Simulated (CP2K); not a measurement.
AlNi:

```xyz
2
Lattice="2.8810 0.0000 0.0000 0.0000 2.8810 0.0000 0.0000 0.0000 2.8810" Properties=species:S:1:pos:R:3 pbc="T T T"
Ni    1.4405    1.4405    1.4405
Al    0.0000    0.0000    0.0000
```

Base run:

| Item | Value |
| --- | --- |
| Program | CP2K 2026.2 |
| Functional | PBEsol |
| Potentials or basis | GTH_POTENTIALS Ni GTH-PBE-q18; POTENTIAL_UZH Al GTH-PBE-q3; TZVP-MOLOPT-SR-GTH, TZVP-MOLOPT-PBE-GTH basis |
| Density cutoff | 8163 eV |
| k mesh | 9 × 9 × 9 |
| Occupations | fermi-dirac, width 0.05 eV |
| Spin | collinear spin, ferromagnetic start |
| Starting moments | [1.0, 0.0] μB |

Its results: band gap on the k mesh none (metal or under the smearing width); pressure -1.9 GPa; net moment 0.00 μB per cell.

Q: The run is repeated on the same cell with these changes: functional from PBEsol to PBE; ngrids from 5 to 4. What comes out?

A: Band gap on the k mesh none (metal or under the smearing width); pressure 2.1 GPa; net moment 0.00 μB per cell.

Caveats: the basis of atomic orbitals isn't converged, which shifts pressures, moduli and gaps; the potentials were made for another functional, which shifts forces and pressure (some runs).

Not every run made on this cell is shown here.
